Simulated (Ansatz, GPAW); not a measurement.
# Geometry or basis: what sets the conductance of an Ir chain with an Ag atom bridging one bond, part 2 of 2

Aim: the conductance of an Ir chain with an Ag atom bridging one bond after relaxation, and whether geometry, basis or functional moves it most.

GPAW 26.7.0 and Ansatz 0.2.0; Ansatz plane waves; relaxation of the junction with the lead ends held (the session's first sound run).

So far, transmission at the Fermi level (one spin): step 3 (plane-wave reference (PBE)) 3.22. Also conductance of the perfect lead (G₀): step 3 5.78.

## (4) GPAW, dzp

Localised orbitals split the wire into layers that couple to their neighbours alone, which is what the Green's function method needs; double zeta with polarisation is the usual level for numbers.

This step: GPAW LCAO, PAW setups; Landauer transmission from Green's functions with principal layers (ASE), zero bias (GPAW 26.7.0).

run.py

```python
import json
import numpy as np
from ase import Atoms
from ase.transport.calculators import TransportCalculator
from gpaw import GPAW, FermiDirac
from gpaw.lcao.tools import get_lcao_hamiltonian
from scipy.linalg import eigh

# The junction with lead layers at both ends, along the third cell vector
device = Atoms(
    ['Ir', 'Ir', 'Ir', 'Ir', 'Ir', 'Ir', 'Ir', 'Ir', 'Ag', 'Ir', 'Ir', 'Ir', 'Ir', 'Ir', 'Ir', 'Ir', 'Ir'],
    positions=[
        [4.50000, 4.50000, 1.15000],
        [4.50000, 4.50000, 3.45000],
        [4.50000, 4.50000, 5.75000],
        [4.50000, 4.50000, 8.05000],
        [4.50000, 4.50000, 10.35000],
        [4.50000, 4.50000, 12.65000],
        [4.66025, 4.03587, 15.01513],
        [4.50599, 4.81749, 17.27581],
        [6.85927, 4.72873, 18.48815],
        [4.57271, 4.20388, 19.72356],
        [4.55015, 4.99212, 21.98637],
        [4.50000, 4.50000, 24.35000],
        [4.50000, 4.50000, 26.65000],
        [4.50000, 4.50000, 28.95000],
        [4.50000, 4.50000, 31.25000],
        [4.50000, 4.50000, 33.55000],
        [4.50000, 4.50000, 35.85000]],
    cell=[[9.0, 0.0, 0.0], [0.0, 9.0, 0.0], [0.0, 0.0, 37.0]],
    pbc=True)

# One principal layer of the lead: the first 5 atoms of the device
lead = Atoms(
    ['Ir', 'Ir', 'Ir', 'Ir', 'Ir'],
    positions=[
        [4.50000, 4.50000, 1.15000],
        [4.50000, 4.50000, 3.45000],
        [4.50000, 4.50000, 5.75000],
        [4.50000, 4.50000, 8.05000],
        [4.50000, 4.50000, 10.35000]],
    cell=[[9.0, 0.0, 0.0], [0.0, 9.0, 0.0], [0.0, 0.0, 11.5]],
    pbc=True)

settings = dict(mode='lcao', basis='dzp', xc='PBE', h=0.2,
                occupations=FermiDirac(0.1), maxiter=250,
                mixer=dict(beta=0.1, nmaxold=8, weight=100.0),
                convergence=dict(density=0.0001))
energies = np.arange(-2, 2 + 1e-9, 0.025)
eta = 0.0001
n1, n2 = 1, 1
# k and -k transmit alike, so half of the mesh across the current serves
mesh = [(i, j) for i in range(n1) for j in range(n2) if (i, j) <= (-i % n1, -j % n2)]
weights = np.array([1 if (i, j) == (-i % n1, -j % n2) else 2 for i, j in mesh]) / (n1 * n2)

# [... helper functions left out ...]
fermi_lead = ground_state(lead, (1, 1, 10), 'lead.txt')
fermi_device = ground_state(device, (1, 1, 2), 'device.txt')
# [... loop over the mesh left out, but for ...]
        # Shift the lead onto the potential of the device's first layer
        shift = ((H[:, 0, 0] - H0[:, 0, 0]) / S0[0, 0]).real.mean()
# [...]
kT = 8.617333e-5 * 300
bias = [0.1, 0.2, 0.5, 1.0, 1.5, 2.0]
# [... integrals and printing left out ...]
```

On the command line:

```
OMP_NUM_THREADS=1 OPENBLAS_NUM_THREADS=1 python run.py
```

Elapsed: 4.7 min, on 1 thread of Intel Xeon Platinum 8375C at 2.90GHz (Ice Lake), shared host; peak memory 1.4 GiB.

This step gave:

```
conductance                                    : 3.195 G₀
largest coupling past the next principal layer : 1.48e-6 eV
largest misfit of the first principal layer    : 0.09903 eV
shift that aligns the lead                     : -0.003451 eV
basis functions of the junction                : 459
basis functions of a principal layer           : 135
transmission at the Fermi level (one spin)     : 3.230
```

One spin. The transmission, zone mean by energy, zero at the Fermi level:

energy (eV), transmission, zone mean and a bar from the least value:
```
   -2.000       1.91 #######
   -1.900       2.03 ########
   -1.800       2.15 #########
   -1.700       2.29 ##########
   -1.600       2.44 ###########
   -1.500       2.60 ############
   -1.400       2.77 #############
   -1.300       2.98 ###############
   -1.200       3.15 ################
   -1.100       3.37 ##################
   -1.000       3.67 ####################
   -0.900       4.32 ########################
   -0.800       4.72 ###########################
   -0.700       4.95 #############################
   -0.600       5.09 ##############################
   -0.575       5.09 ##############################
   -0.500       4.99 #############################
   -0.400       4.61 ###########################
   -0.300       4.19 #######################
   -0.200       3.78 #####################
   -0.100       3.47 ##################
    0.000       3.23 #################
    0.100       2.43 ###########
    0.200       2.07 ########
    0.300       2.05 ########
    0.400       2.09 ########
    0.500       2.06 ########
    0.600       1.94 #######
    0.700       1.80 ######
    0.800       1.70 ######
    0.900       1.67 #####
    1.000       1.70 ######
    1.100       1.74 ######
    1.200       1.53 ####
    1.300       1.18 ##
    1.400       1.03 #
    1.500       1.00 #
    1.600       1.00 #
    1.700       1.00 #
    1.800       1.00 #
    1.900       0.98 
    2.000       0.92
```

Not self-consistent under bias; the bias window is split evenly. Current through one cell, from the zero-bias transmission against bias:

| bias (V) | current through one cell, from the zero-bias transmission (μA) |
| --- | --- |
| 0.100 | 24.6 |
| 0.200 | 48.6 |
| 0.500 | 118 |
| 1.000 | 245 |
| 1.500 | 378 |
| 2.000 | 495 |

The transmission of the three most open eigenchannels by energy, zero at the Fermi level:

| energy (eV) | channel 1 | channel 2 | channel 3 |
| --- | --- | --- | --- |
| -2.000 | 0.869 | 0.760 | 0.226 |
| -1.800 | 0.877 | 0.822 | 0.401 |
| -1.600 | 0.913 | 0.878 | 0.577 |
| -1.400 | 0.957 | 0.918 | 0.774 |
| -1.200 | 0.977 | 0.952 | 0.921 |
| -1.000 | 0.989 | 0.977 | 0.954 |
| -0.800 | 0.989 | 0.987 | 0.976 |
| -0.600 | 0.995 | 0.988 | 0.970 |
| -0.400 | 0.997 | 0.990 | 0.951 |
| -0.200 | 0.996 | 0.976 | 0.924 |
| 0.000 | 0.994 | 0.962 | 0.945 |
| 0.200 | 0.996 | 0.689 | 0.282 |
| 0.400 | 0.998 | 0.962 | 0.0684 |
| 0.600 | 0.992 | 0.898 | 0.0283 |
| 0.800 | 0.982 | 0.702 | 0.00784 |
| 1.000 | 0.982 | 0.715 | 0.00200 |
| 1.200 | 0.901 | 0.632 | 2.0e-4 |
| 1.400 | 0.963 | 0.0673 | 5.9e-5 |
| 1.600 | 0.987 | 0.00819 | 6.0e-6 |
| 1.800 | 0.999 | 0.00523 | 7.3e-4 |
| 2.000 | 0.916 | 1.9e-7 | 3.3e-10 |

At the Fermi level T is 3.23 against 3.22 in plane waves. Couplings past the next layer reach 1.5e-6 eV, small enough to drop; the matrix elements of the cell's first layer differ from the bulk lead's by up to 0.099 eV. That layer keeps its own values in the calculation, and only beyond it is the lead taken as perfect. The Fermi levels of lead and junction count from different zeros of potential, one for each periodic cell; with both set to zero, the small remaining shift is what aligns them. Without spin-orbit coupling, which is large for these atoms, channel counts and T are those of the scalar-relativistic bands. By hand: G = 3.195 × 77.48 μS = 248 μS, a resistance of 4.04 kΩ; at 0.1 V a linear junction would pass 24.8 μA, and the integral over the bias window gives 24.6 μA.

## (5) Single-zeta polarised basis

One radial function a shell plus polarisation makes the matrices smaller; the question is what that costs.

Edit run.py of step 4 so:

```diff
@@ -44,3 +44,3 @@
 
-settings = dict(mode='lcao', basis='dzp', xc='PBE', h=0.2,
+settings = dict(mode='lcao', basis='szp(dzp)', xc='PBE', h=0.2,
                 occupations=FermiDirac(0.1), maxiter=250,
```

Wall time 3 min (1 thread); peak memory 1.4 GiB.

Numbers from this step:

```yaml
conductance: 3.207 G₀
largest_misfit_of_the_first_principal_layer: 0.09996 eV
shift_that_aligns_the_lead: -0.004678 eV
basis_functions_of_the_junction: 255
basis_functions_of_a_principal_layer: 75
transmission_at_the_fermi_level_one_spin: 3.241
```

One spin. The transmission, zone mean by energy, zero at the Fermi level:

| energy (eV) | transmission, zone mean |
| --- | --- |
| -2.000 | 2.04 |
| -1.900 | 2.13 |
| -1.800 | 2.24 |
| -1.700 | 2.36 |
| -1.600 | 2.50 |
| -1.500 | 2.66 |
| -1.400 | 2.82 |
| -1.300 | 3.02 |
| -1.200 | 3.17 |
| -1.100 | 3.35 |
| -1.000 | 3.58 |
| -0.900 | 4.02 |
| -0.800 | 4.66 |
| -0.700 | 4.88 |
| -0.600 | 5.08 |
| -0.550 | 5.11 |
| -0.500 | 5.07 |
| -0.400 | 4.72 |
| -0.300 | 4.28 |
| -0.200 | 3.86 |
| -0.100 | 3.52 |
| 0.000 | 3.24 |
| 0.100 | 2.40 |
| 0.200 | 1.96 |
| 0.300 | 1.98 |
| 0.400 | 2.05 |
| 0.500 | 2.05 |
| 0.600 | 1.96 |
| 0.700 | 1.86 |
| 0.800 | 1.78 |
| 0.900 | 1.82 |
| 1.000 | 1.80 |
| 1.100 | 1.51 |
| 1.200 | 1.16 |
| 1.300 | 1.03 |
| 1.400 | 0.999 |
| 1.500 | 0.998 |
| 1.600 | 1.00 |
| 1.700 | 1.01 |
| 1.800 | 1.01 |
| 1.900 | 0.995 |
| 2.000 | 0.911 |

The conductance, 3.21 G₀, lies 0.4 % above that of the dzp run.

## (6) GPAW, sz: basis = "sz(dzp)"

The minimal basis is the cheapest rung: no second zeta and no polarisation.

Edit run.py of step 5 so:

```diff
@@ -44,3 +44,3 @@
 
-settings = dict(mode='lcao', basis='szp(dzp)', xc='PBE', h=0.2,
+settings = dict(mode='lcao', basis='sz(dzp)', xc='PBE', h=0.2,
                 occupations=FermiDirac(0.1), maxiter=250,
```

Run time: 2.4 min. Hardware: 1 thread; peak memory 1.3 GiB.

Numbers from this step:

| Item | Value |
| --- | --- |
| conductance | 3.205 G₀ |
| largest coupling past the next principal layer | 1.47e-6 eV |
| largest misfit of the first principal layer | 0.04742 eV |
| shift that aligns the lead | -0.005773 eV |
| basis functions of the junction | 204 |
| basis functions of a principal layer | 60 |
| transmission at the Fermi level (one spin) | 3.239 |

One spin. The transmission, zone mean by energy, zero at the Fermi level:

energy (eV), transmission, zone mean and a bar from the least value:
```
   -2.000       2.09 #########
   -1.900       2.19 #########
   -1.800       2.30 ##########
   -1.700       2.43 ###########
   -1.600       2.57 ############
   -1.500       2.72 #############
   -1.400       2.88 ##############
   -1.300       3.07 ################
   -1.200       3.21 #################
   -1.100       3.39 ##################
   -1.000       3.60 ####################
   -0.900       3.96 ######################
   -0.800       4.58 ###########################
   -0.700       4.78 ############################
   -0.600       4.99 ##############################
   -0.550       5.04 ##############################
   -0.500       5.01 ##############################
   -0.400       4.69 ###########################
   -0.300       4.27 ########################
   -0.200       3.87 #####################
   -0.100       3.53 ###################
    0.000       3.24 #################
    0.100       2.39 ###########
    0.200       1.91 #######
    0.300       1.96 ########
    0.400       2.04 ########
    0.500       2.04 ########
    0.600       1.95 ########
    0.700       1.85 #######
    0.800       1.80 ######
    0.900       1.81 #######
    1.000       1.82 #######
    1.100       1.57 #####
    1.200       1.21 ##
    1.300       1.05 #
    1.400       1.00 #
    1.500       1.00 #
    1.600       1.00 #
    1.700       1.01 #
    1.800       1.01 #
    1.900       0.98 #
    2.000       0.91
```

The conductance, 3.20 G₀, lies 0.3 % above that of the dzp run.

## (7) RPBE in the dzp basis: xc = "RPBE"

Back in the dzp basis, the functional changes from PBE to RPBE, to set the spread between functionals beside that between bases.

Edit run.py of step 6 so:

```diff
@@ -44,3 +44,3 @@
 
-settings = dict(mode='lcao', basis='sz(dzp)', xc='PBE', h=0.2,
+settings = dict(mode='lcao', basis='dzp', xc='RPBE', h=0.2,
                 occupations=FermiDirac(0.1), maxiter=250,
```

Wall time 4.6 min (1 thread); peak memory 1.4 GiB.

This step gave:

```
conductance                                 : 3.181 G₀
largest misfit of the first principal layer : 0.09804 eV
shift that aligns the lead                  : -0.003599 eV
basis functions of the junction             : 459
basis functions of a principal layer        : 135
transmission at the Fermi level (one spin)  : 3.220
```

The conductance, 3.18 G₀, lies 0.4 % below that of the dzp run.

## (8) The structure as built: geometry = "as built"

The dzp basis with PBE on the structure as first built shows what the relaxation was worth.

Edit run.py of step 7 so:

```diff
@@ -18,7 +18,7 @@
         [4.50000, 4.50000, 12.65000],
-        [4.66025, 4.03587, 15.01513],
-        [4.50599, 4.81749, 17.27581],
-        [6.85927, 4.72873, 18.48815],
-        [4.57271, 4.20388, 19.72356],
-        [4.55015, 4.99212, 21.98637],
+        [4.50000, 4.50000, 14.95000],
+        [4.50000, 4.50000, 17.25000],
+        [6.61376, 4.50000, 18.50000],
+        [4.50000, 4.50000, 19.75000],
+        [4.50000, 4.50000, 22.05000],
         [4.50000, 4.50000, 24.35000],
@@ -44,3 +44,3 @@
 
-settings = dict(mode='lcao', basis='dzp', xc='RPBE', h=0.2,
+settings = dict(mode='lcao', basis='dzp', xc='PBE', h=0.2,
                 occupations=FermiDirac(0.1), maxiter=250,
```

It took 3.8 min on 1 thread; peak memory 1.4 GiB.

This step gave:

| Item | Value |
| --- | --- |
| conductance | 4.887 G₀ |
| largest coupling past the next principal layer | 1.48e-6 eV |
| largest misfit of the first principal layer | 0.07819 eV |
| shift that aligns the lead | -0.02309 eV |
| transmission at the Fermi level (one spin) | 5.135 |

The conductance, 4.89 G₀, lies 53 % above that of the dzp run.

## (9) The ladder

Times are wall times on the hardware named with each run. Results by setting:

| no. | run | conductance (G₀) | time | memory (GiB) |
| --- | --- | --- | --- | --- |
| 1 | pw PBE | 3.155 | 78 s | 4.8 |
| 2 | dzp | 3.195 | 4.7 min | 1.4 |
| 3 | szp | 3.207 | 3 min | 1.4 |
| 4 | sz | 3.205 | 2.4 min | 1.3 |
| 5 | dzp RPBE | 3.181 | 4.6 min | 1.4 |
| 6 | asbuilt | 4.887 | 3.8 min | 1.4 |

## (10) The levels side by side

The curves are compared point by point over the common energies.

This step: comparison of transmission and cost over codes, levels and geometry (GPAW 26.7.0).

Ladder, by row:

| step | code | T at the Fermi level (sum over the listed spins) | conductance (G0) | r.m.s. T(E) from the first | wall time (s) | peak memory (GiB) | threads |
| --- | --- | --- | --- | --- | --- | --- | --- |
| pw-pbe | Ansatz | 3.218 | 3.155 | 0 | 77.59 | 4.766 | 4 |
| dzp | GPAW | 3.23 | 3.195 | 0.1358 | 282 | 1.41 | 1 |
| szp | GPAW | 3.241 | 3.207 | 0.2167 | 181.9 | 1.35 | 1 |
| sz | GPAW | 3.239 | 3.205 | 0.2232 | 146.4 | 1.31 | 1 |
| dzp-RPBE | GPAW | 3.22 | 3.181 | 0.1308 | 275.3 | 1.43 | 1 |
| asbuilt | GPAW | 5.135 | 4.887 | 1.002 | 227.3 | 1.43 | 1 |

Table of transmission, zone mean, sum over the listed spins by energy, zero at the Fermi level:

| energy (eV) | pw-pbe | dzp | szp | sz | dzp-RPBE | asbuilt |
| --- | --- | --- | --- | --- | --- | --- |
| -2.000 | 1.71 | 1.91 | 2.04 | 2.09 | 1.91 | 2.47 |
| -1.800 | 2.15 | 2.15 | 2.24 | 2.30 | 2.15 | 2.66 |
| -1.600 | 2.43 | 2.44 | 2.50 | 2.57 | 2.43 | 2.80 |
| -1.400 | 2.82 | 2.77 | 2.82 | 2.88 | 2.76 | 2.79 |
| -1.200 | 3.17 | 3.15 | 3.17 | 3.21 | 3.15 | 4.29 |
| -1.000 | 3.97 | 3.67 | 3.58 | 3.60 | 3.68 | 4.71 |
| -0.800 | 4.84 | 4.72 | 4.66 | 4.58 | 4.72 | 4.95 |
| -0.650 | 5.07 | 5.04 | 4.99 | 4.90 | 5.04 | 5.07 |
| -0.600 | 5.03 | 5.09 | 5.08 | 4.99 | 5.08 | 5.08 |
| -0.575 | 4.99 | 5.09 | 5.10 | 5.03 | 5.08 | 5.09 |
| -0.550 | 4.92 | 5.08 | 5.11 | 5.04 | 5.07 | 5.11 |
| -0.400 | 4.35 | 4.61 | 4.72 | 4.69 | 4.59 | 5.21 |
| -0.200 | 3.63 | 3.78 | 3.86 | 3.87 | 3.76 | 5.36 |
| 0.000 | 3.22 | 3.23 | 3.24 | 3.24 | 3.22 | 5.14 |
| 0.200 | 2.21 | 2.07 | 1.96 | 1.91 | 2.07 | 3.61 |
| 0.400 | 2.12 | 2.09 | 2.05 | 2.04 | 2.09 | 3.53 |
| 0.600 | 2.00 | 1.94 | 1.96 | 1.95 | 1.94 | 3.39 |
| 0.800 | 1.72 | 1.70 | 1.78 | 1.80 | 1.69 | 3.00 |
| 1.000 | 1.60 | 1.70 | 1.80 | 1.82 | 1.69 | 2.68 |
| 1.200 | 1.69 | 1.53 | 1.16 | 1.21 | 1.53 | 2.49 |
| 1.400 | 1.24 | 1.03 | 0.999 | 1.00 | 1.02 | 2.20 |
| 1.600 | 1.01 | 0.995 | 1.00 | 1.00 | 0.994 | 1.93 |
| 1.800 | 1.00 | 1.00 | 1.01 | 1.01 | 1.01 | 1.88 |
| 2.000 | 1.00 | 0.916 | 0.911 | 0.910 | 0.915 | 0.995 |

## (11) SCF mesh 1×1×1, potential alignment off, grid spacing 0.14

The SCF mesh sets the Fermi level of the repeated cell. Without the shift, lead and junction are matched by their Fermi levels alone. The real-space grid carries density and potential; a coarse one breaks translation symmetry along the lead and scatters electrons that should pass.

This step: GPAW LCAO, PAW setups; Landauer transmission from Green's functions with principal layers (ASE), zero bias (GPAW 26.7.0).

Edit run.py of step 8 so:

```diff
@@ -18,7 +18,7 @@
         [4.50000, 4.50000, 12.65000],
-        [4.50000, 4.50000, 14.95000],
-        [4.50000, 4.50000, 17.25000],
-        [6.61376, 4.50000, 18.50000],
-        [4.50000, 4.50000, 19.75000],
-        [4.50000, 4.50000, 22.05000],
+        [4.66025, 4.03587, 15.01513],
+        [4.50599, 4.81749, 17.27581],
+        [6.85927, 4.72873, 18.48815],
+        [4.57271, 4.20388, 19.72356],
+        [4.55015, 4.99212, 21.98637],
         [4.50000, 4.50000, 24.35000],
@@ -44,3 +44,3 @@
 
-settings = dict(mode='lcao', basis='dzp', xc='PBE', h=0.2,
+settings = dict(mode='lcao', basis='dzp', xc='PBE', h=0.14,
                 occupations=FermiDirac(0.1), maxiter=250,
@@ -57,6 +57,6 @@
 fermi_lead = ground_state(lead, (1, 1, 10), 'lead.txt')
-fermi_device = ground_state(device, (1, 1, 2), 'device.txt')
+fermi_device = ground_state(device, (1, 1, 1), 'device.txt')
 # [... loop over the mesh left out, but for ...]
-        # Shift the lead onto the potential of the device's first layer
-        shift = ((H[:, 0, 0] - H0[:, 0, 0]) / S0[0, 0]).real.mean()
+        # Lead and device are aligned by their Fermi levels alone
+        shift = 0.0
 # [...]
```

Elapsed: 9.2 min, on 1 thread; peak memory 3.9 GiB.

The run finished with changed settings (scf_mesh = [1, 1, 1], align = false and h = 0.14); it serves as a test.

Side by side:

| quantity | this run | sound run | difference |
| --- | --- | --- | --- |
| conductance (G₀) | 3.1648 | 3.1948 | -0.0300 |
| largest coupling past the next principal layer (eV) | 1.484e-6 | 1.484e-6 | -5.6e-11 |
| largest misfit of the first principal layer (eV) | 0.18227 | 0.099031 | 0.0832 |
| shift that aligns the lead (eV) | 0 | -0.0034515 | 0.00345 |
| transmission at the Fermi level (one spin) | 3.2179 | 3.2303 | -0.0124 |

The two runs differ clearly in the largest misfit of the first principal layer: 0.182 eV against 0.0990 eV.

## (12) Summary of results

```json
{
 "conductance": "3.19 G₀",
 "transmission at the Fermi level, mean of the spins": "3.23"
}
```

In the dzp basis the junction conducts 3.19 G₀ at 300 K, with T = 3.23 a spin at the Fermi level; the sz basis reaches that conductance within 10 %. Relaxation moved atoms by up to 0.50 Å and took the conductance from 4.89 to 3.19 G₀, as a ratio a larger change than the step from dzp to the minimal basis. Plane waves (PBE) give T = 3.22 there. At the Fermi level the three most open eigenchannels pass 0.99, 0.96 and 0.94. Measured against the first run (pw-pbe), the nearest curve is that of dzp-RPBE (r.m.s. 0.13) and the farthest that of asbuilt (1.0). Over the compared runs wall time goes from 78 s (pw-pbe) to 282 s (dzp), on a shared host; the plane-wave run used 4 threads and the orbital runs 1. The leads kept an estimated spacing and the cell its length, so the junction may be under some tension or compression. The run had no spin polarisation, so a magnetic state, which chains and small molecules with open shells often have, wasn't tested. Spin-orbit coupling is left out, which matters for the heavy atoms here. An evenly spaced straight chain is an idealisation: free chains tend to dimerise, zigzag or, where a band edge lies near the Fermi level, turn magnetic. The currents use the zero-bias T(E) throughout, which holds only while the bias is small against the distance to the nearest feature. The thermopower isn't quoted: it samples T(E) farther from the Fermi level than the conductance does, and the energy grid wasn't tested for it.

[Logs are printed without paths, hosts, clocks, repeated set-up lines and the standing remarks that a program may print on its own settings, such as how far it seeks lower states.]

[Hosts, paths, dates, database ids (printed as entryN), source tags and the programs' standing remarks are cut or masked in the printed files.]
